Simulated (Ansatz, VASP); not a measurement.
## One calculation of Hf, two programs

The input POSCAR:

```
Hf
1.0
    2.3695485923      0.0000000000      0.0000000000
   -1.1847742961      2.0520892764      0.0000000000
    0.0000000000      0.0000000000      4.1382360720
Hf
2
Direct
    0.3333333333      0.6666666667      0.2500000000
    0.6666666667      0.3333333333      0.7500000000
```

INCAR.step1

```
PREC = Accurate
ENCUT = 520
ISMEAR = -1
SIGMA = 0.1
LREAL = F
LASPH = T
NELM = 100
NBANDS = 17
GGA = PE
ALGO = Normal
EDIFF = 1E-4
LWAVE = T
LCHARG = F
```

The input INCAR.step2:

```
PREC = Accurate
ENCUT = 520
EDIFF = 1E-6
ISMEAR = -1
SIGMA = 0.1
LREAL = F
LASPH = T
NELM = 100
ALGO = Normal
ISIF = 2
LWAVE = F
LCHARG = F
METAGGA = R2SCAN
LMIXTAU = T
NBANDS = 17
ISTART = 1
```

Contents of KPOINTS:

```
regular mesh
0
Gamma
  14 14 8
```

Input for Ansatz:

```yaml
crystal:
  lattice:
    - [2.3695485923, 0.0, 0.0]
    - [-1.1847742961, 2.0520892764, 0.0]
    - [0.0, 0.0, 4.138236072]
  atoms:
    - { symbol: Hf, position: [0.3333333333, 0.6666666667, 0.25] }
    - { symbol: Hf, position: [0.6666666667, 0.3333333333, 0.75] }
kpoints:
  mp_grid: { grid: [14, 14, 8] }
scf:
  occupations: { method: fermi_dirac, width: 0.1 }
hamiltonian:
  xc: r2scan
  pseudopotentials: { kind: paw }
output:
  forces: true
  stress: true
  eigenvalues: true
  write_density: true
  write_potential: true
  elf: true
  volumetric_format: npy
basis:
  ecutwfc: 800
```

Change from the starting cell: volume scaled by 0.45, PAW files, ecut 800.

Alike in both runs: task single point; functional r2SCAN; k mesh 14 × 14 × 8; occupations fermi-dirac, width 0.1 eV; no spin polarisation.

|  | VASP | Ansatz |
| --- | --- | --- |
| version | VASP 6.6.1 | Ansatz 0.2.0 |
| potentials or method | VASP PAW PBE potentials, release 64 (Hf_pv) | PAW with Ansatz's default frozen-core files, scalar-relativistic |
| plane-wave cutoff (eV) | 520 | 800 |
| valence electrons in the cell | 20 | 52 |

```csv
,VASP,Ansatz,Ansatz less VASP
pressure (GPa),333.2,338.3,+5.13
largest component of the traceless stress (GPa),1.08,0.00,-1.077
```

With one functional, cell and mesh, what is left measures potentials, basis and numerics. The two sets of potentials don't hold the same shells in valence.

Caveats: the cell as given lies far from equilibrium; so large a pressure means that the cell lies far from this level's equilibrium, or that cutoff or potentials fall short (VASP); the potentials were made for another functional, which shifts forces and pressure (VASP). The runs have no spin-orbit coupling, so splittings on Hf are missing.
